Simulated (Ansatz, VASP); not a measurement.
One calculation of BaTiO3, two programs

```xyz
5
Lattice="3.9941 -0.0967 0.0000 -0.0967 3.9941 0.0000 0.0000 0.0000 3.9941" Properties=species:S:1:pos:R:3 pbc="T T T"
Ba    1.9487    1.9487    1.9970
Ti    0.0000    0.0000    0.0000
O     1.9970   -0.0483    0.0000
O    -0.0483    1.9970    0.0000
O     0.0000    0.0000    1.9970
```

Change from the starting cell: shear_xy strain -4.8%.

Alike in both runs: task single point; functional PBE; k mesh 6 × 6 × 6; occupations fermi-dirac, width 0.02 eV; no spin polarisation.

```csv
,VASP,Ansatz
version,VASP 6.6.1,Ansatz 0.2.0
potentials or method,"VASP PAW PBE potentials, release 64 (Ba_sv, Ti_sv, O)","plane waves, PAW"
plane-wave cutoff (eV),520,420
valence electrons in the cell,40,40
```

|  | VASP | Ansatz | Ansatz less VASP |
| --- | --- | --- | --- |
| gap on the k mesh at the Fermi level (eV) | 1.63 | 1.67 | +0.046 |
| pressure (GPa) | 5.3 | 3.4 | -1.87 |
| largest component of the traceless stress (GPa) | 6.19 | 6.01 | -0.184 |

Caveats: spin-orbit coupling is left out, which moves the levels of the heavy elements. A k mesh can miss the band edges.
